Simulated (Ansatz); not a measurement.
How far do frozen cores hold at 0.4 of the volume?

Ansatz 0.2.0 under PBE, scalar-relativistic: all-electron LAPW against the default frozen-core PAW files and norm-conserving files, on the same cells and meshes. Each crystal is compressed to 0.4 of its own relaxed volume, with k spacings near 0.17 Å⁻¹ and smearing of 0.05 to 0.1 eV; spin polarisation is left out. The structure types needn't be the stable ones.

Question: For which of Si (bcc), Zn (bcc), Ru (sc), K (omega), Pb (omega), Ir (fcc) does the PAW pressure depart most from LAPW, and by how much?

Answer: Ir (fcc), by +0.72 %. All values:

```csv
crystal,V (Å³/atom),P LAPW (GPa),PAW − LAPW (%),"energy rise, PAW − LAPW (meV/atom)",norm-conserving − LAPW (%)
Si (bcc),5.86,564.6,0.07,3,-0.51
Zn (bcc),6.16,612.6,0.04,3,1.09
Ru (sc),6.34,1589,0.14,4,0.57
K (omega),29.74,16.27,0.00,0,-0.02
Pb (omega),12.92,334.4,0.16,6,0.56
Ir (fcc),5.80,2699,0.72,156,0.31
```
